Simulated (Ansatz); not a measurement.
CaO built on the wurtzite prototype (it has left that coordination), relaxed with r2SCAN: it is hexagonal, P6_3/mmc (No. 194); conventional cell a = 3.981 Å, c = 4.770 Å, 16.37 Å³ an atom. Ca has 5 O at 2.30–2.39 Å; O has 5 Ca at 2.30–2.39 Å. One-shot G0W0@PBE in Ansatz on a 6×6×4 mesh (contour deformation, no spin-orbit coupling), from a PBE gap of 3.205 eV over the mesh points (the G0W0 gap is direct on the mesh); the number N of bands summed and the screening cutoff rise together. All values are calculated for a non-magnetic cell, which may be hypothetical.

| N | cutoff (eV) | 1000/N | G0W0 gap (eV) |
| --- | --- | --- | --- |
| 122 | 80 | 8.197 | 4.304 |
| 262 | 140 | 3.817 | 4.552 |

**Question.** Lay a straight line in 1000/N through these rows.

**Answer.** The slope is -0.0566 eV per unit of 1000/N and the intercept 4.768 eV.

**Question.** Predict the gap at N = 468 (210 eV).

**Answer.** 4.768 + (-0.0566) × 2.137 = 4.647 eV; the run gives 4.691 eV, +0.044 eV from the line.

**Question.** With that run's result added, what limit do the last two rows suggest?

**Answer.** Their slope is (4.691 − 4.552)/(2.137 − 3.817) = -0.0827, which meets 1/N = 0 at 4.87 eV, against 4.768 eV from the first line. The slope steepens, so 1/N isn't yet asymptotic and the true limit probably lies higher still; the k mesh isn't extrapolated.
